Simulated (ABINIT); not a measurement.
A run of ABINIT 10.8.3 (patched build) is set up as follows.

Contents of run.abi:

```
# Pseudopotentials
pp_dirpath "./"
pseudos "Br.GGA_PBE-JTH.xml, K.GGA_PBE-JTH.xml"

# Structure
acell 3*1.0
rprim
     0.0000000000     6.2360962113     6.2360962113
     6.2360962113     0.0000000000     6.2360962113
     6.2360962113     6.2360962113     0.0000000000
ntypat 2
znucl 35 19
natom 2
typat 1 2
xred
     0.4981360000     0.5049930000     0.5047960000
    -0.0032670000     0.0131940000    -0.0053410000
chkprim 0
chksymtnons 0
tolsym 1.0e-6

# Plane-wave basis
ecut 16.0
pawecutdg 32.0

# k points
kptopt 1
ngkpt 7 7 7
nshiftk 1
shiftk 0.0 0.0 0.0

# Exchange and correlation
ixc 11

# Bands and occupations
nband 12
occopt 3
tsmear 0.00183747

# SCF cycle
nstep 100
tolvrs 1.0e-9

# Output
iomode 3
prtwf 0
prtden 0
prteig 0
prtebands 0
enunit 2
```

Potentials or basis: JTH PAW PBE v2.0.

Command:

```console
$ abinit run.abi > log 2>&1
```

(1) Estimate the pressure.

(2) Predict the band gap on the k mesh.

Answers

(1) 0.7 GPa.

(2) 4.43 eV, direct.

Caveat: an odd mesh through Γ misses points on the zone boundary, where band edges often lie.
